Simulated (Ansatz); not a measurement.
# C: rattled cells

The task, for C: see what random moves of the atoms cost.

A COD entry behind a cell of this session may itself be a prediction, so a difference from it is no test against experiment.

Computed with Ansatz 0.2.0 (DFT r2SCAN, scalar-relativistic, plane waves, PAW, unless a step's input says otherwise).

1 further run of the same task is left out (set aside as unsound or not needed). Runs told in other sessions of the task aren't counted.

### Step 1. The starting structure

The structure is hexagonal, space group P6_3/mmc (No. 194). Conventional cell: a = 2.510 Å, b = 2.510 Å, c = 8.280 Å, α = 90.00°, β = 90.00°, γ = 120.00°. C (site symmetry 3m) has 4 C at 1.54 Å in its first shell of neighbours. C (site symmetry 3m) is surrounded by 4 C at 1.54 to 1.57 Å.

Structure file:

```
C
1.0
     2.50984    0.00000    0.00000
    -1.25492    2.17358    0.00000
     0.00000    0.00000    8.28032
C
8
Direct
  0.00000 0.00000 0.09293
  0.00000 0.00000 0.59293
  0.00000 0.00000 0.40707
  0.00000 0.00000 0.90707
  0.33333 0.66667 0.15550
  0.66667 0.33333 0.65550
  0.33333 0.66667 0.34450
  0.66667 0.33333 0.84450
```

This cell was relaxed beforehand with the same method: volume 5.65 Å³/atom, gap on the mesh 4.80 eV.

### Step 2. The reference cell

The reference gives a free energy of -2012.3620 eV, pressure 0.00 GPa, largest force 0.002 eV/Å and gap on the mesh 4.80 eV. It was computed beforehand with the settings of the runs below.

### Step 3. Next: rattled cells

All atoms are moved at random with no net shift, in some cells together with a random strain.

### Step 4. Point rms move = 0.117 Å

Input file input.yaml:

```yaml
crystal:
  lattice:
    - [2.5098396852, 0.0, 0.0]
    - [-1.2549198426, 2.1735849268, 0.0]
    - [0.0, 0.0, 8.2803246248]
  atoms:
    - { symbol: C, position: [-0.0195994883, -0.0628567017, 0.0903934187] }
    - { symbol: C, position: [-0.0308897836, 0.0442473481, 0.5870825235] }
    - { symbol: C, position: [0.0125170633, 0.0176118747, 0.4112698347] }
    - { symbol: C, position: [0.0575913727, 0.0056012487, 0.912626583] }
    - { symbol: C, position: [0.3220249662, 0.6765884464, 0.1692608701] }
    - { symbol: C, position: [0.6554214518, 0.3384234606, 0.6448483301] }
    - { symbol: C, position: [0.3051592485, 0.6333978886, 0.3442301133] }
    - { symbol: C, position: [0.6977751694, 0.3469864347, 0.8402883266] }
basis:
  ecutwfc: 500
kpoints:
  mp_grid: { grid: [12, 12, 4] }
hamiltonian:
  xc: r2scan
scf:
  occupations: { method: gaussian, width: 0.05 }
output:
  forces: true
  stress: true
  eigenvalues: true
```

Launch:

```sh
> ansatz run input.yaml --threads 2 --pin off --max-ram 5120MiB --backend cpu --events-out ev --progress --plain --runs-dir out
```

### Step 5. Point rms move = 0.416 Å

Input file input.yaml:

```yaml
crystal:
  lattice:
    - [2.5098396852, 0.0, 0.0]
    - [-1.2549198426, 2.1735849268, 0.0]
    - [0.0, 0.0, 8.2803246248]
  atoms:
    - { symbol: C, position: [0.0635854342, -0.0135586454, 0.1101616728] }
    - { symbol: C, position: [-0.0669148929, -0.1402105922, 0.5549904431] }
    - { symbol: C, position: [0.1144054438, 0.0805080178, 0.3590515686] }
    - { symbol: C, position: [-0.0454485965, 0.1989001867, 0.9479255089] }
    - { symbol: C, position: [0.1483821874, 0.5024540254, 0.1285280821] }
    - { symbol: C, position: [0.7218508856, 0.3138529557, 0.6638628341] }
    - { symbol: C, position: [0.390902088, 0.7039927543, 0.3962868883] }
    - { symbol: C, position: [0.6732374504, 0.3540612978, 0.8391930022] }
basis:
  ecutwfc: 500
kpoints:
  mp_grid: { grid: [12, 12, 4] }
hamiltonian:
  xc: r2scan
scf:
  occupations: { method: gaussian, width: 0.05 }
output:
  forces: true
  stress: true
  eigenvalues: true
```

### Step 6. rms move = 0.085 Å

Input file input.yaml:

```yaml
crystal:
  lattice:
    - [2.7175623112, -0.0543884393, -0.0104516835]
    - [-1.4058829257, 2.3552909659, -0.0758219365]
    - [-0.0344816177, -0.3087534819, 7.7875134175]
  atoms:
    - { symbol: C, position: [0.0073047504, -0.0272441891, 0.0984601329] }
    - { symbol: C, position: [0.0488015761, 0.0105714828, 0.5939843833] }
    - { symbol: C, position: [0.0081381703, 0.0034272674, 0.3996484018] }
    - { symbol: C, position: [-0.0118800715, 0.0474765992, 0.9055065891] }
    - { symbol: C, position: [0.3450525685, 0.6756460386, 0.1559310587] }
    - { symbol: C, position: [0.6452773949, 0.3156530315, 0.6506626732] }
    - { symbol: C, position: [0.3079004882, 0.6406871807, 0.350772383] }
    - { symbol: C, position: [0.649405123, 0.3337825889, 0.845034378] }
basis:
  ecutwfc: 500
kpoints:
  mp_grid: { grid: [12, 12, 4] }
hamiltonian:
  xc: r2scan
scf:
  occupations: { method: gaussian, width: 0.05 }
output:
  forces: true
  stress: true
  eigenvalues: true
```

### Step 7. At rms move = 0.317 Å

Input file input.yaml:

```yaml
crystal:
  lattice:
    - [2.2579921463, -0.1036605776, 0.0672752465]
    - [-1.2187687668, 2.2580098434, -0.0776249385]
    - [0.2219507818, -0.1675707468, 8.4996897146]
  atoms:
    - { symbol: C, position: [0.0708327342, 0.1935960743, 0.1112604221] }
    - { symbol: C, position: [-0.0758909639, -0.1308838663, 0.5426863544] }
    - { symbol: C, position: [-0.0132744255, 0.1033723327, 0.4027578575] }
    - { symbol: C, position: [0.0357023669, 0.0110266623, 0.9184144637] }
    - { symbol: C, position: [0.3134269727, 0.5106797699, 0.1692919579] }
    - { symbol: C, position: [0.6473468146, 0.2917765742, 0.6727710433] }
    - { symbol: C, position: [0.3698675767, 0.7197005751, 0.3609280133] }
    - { symbol: C, position: [0.6519889244, 0.3007318777, 0.8218898877] }
basis:
  ecutwfc: 500
kpoints:
  mp_grid: { grid: [12, 12, 4] }
hamiltonian:
  xc: r2scan
scf:
  occupations: { method: gaussian, width: 0.05 }
output:
  forces: true
  stress: true
  eigenvalues: true
```

### Step 8. At rms move = 0.275 Å

Input file input.yaml:

```yaml
crystal:
  lattice:
    - [2.502906854, -0.005035245, 0.1268292335]
    - [-1.2558140771, 2.183977289, -0.0345310288]
    - [0.41842801, 0.1100327303, 8.1839946853]
  atoms:
    - { symbol: C, position: [-0.0199409144, -0.0414885623, 0.0787397691] }
    - { symbol: C, position: [-0.0217328074, -0.136969509, 0.6212781421] }
    - { symbol: C, position: [-0.0438385069, 0.0157446067, 0.4080181283] }
    - { symbol: C, position: [0.1079522678, 0.0865754194, 0.9149630033] }
    - { symbol: C, position: [0.2181730392, 0.5496768454, 0.1616306276] }
    - { symbol: C, position: [0.7452610086, 0.4659218035, 0.6184592128] }
    - { symbol: C, position: [0.3734558334, 0.6679073802, 0.3346202862] }
    - { symbol: C, position: [0.6406700797, 0.3926320161, 0.8622908305] }
basis:
  ecutwfc: 500
kpoints:
  mp_grid: { grid: [12, 12, 4] }
hamiltonian:
  xc: r2scan
scf:
  occupations: { method: gaussian, width: 0.05 }
output:
  forces: true
  stress: true
  eigenvalues: true
```

(Steps that only read results are left out.)

What does the calculation give?

As calculated:

```
      quantity                                      value
costliest cell  4191.7 meV/atom at an rms move of 0.317 Å
```

The cost runs from 238.0 to 4191.7 meV/atom. Energy over the square of the rms move lies between 12.8 and 73.6 eV/Å² per atom; a harmonic solid under isotropic random moves would keep it roughly constant, while strain and close contacts change it. The gap on the mesh, 4.80 eV at the start, reads zero at rms move = 0.275. Where forces pass 15 eV/Å atoms stand far too close, the PAW spheres overlap strongly and those numbers are rough.
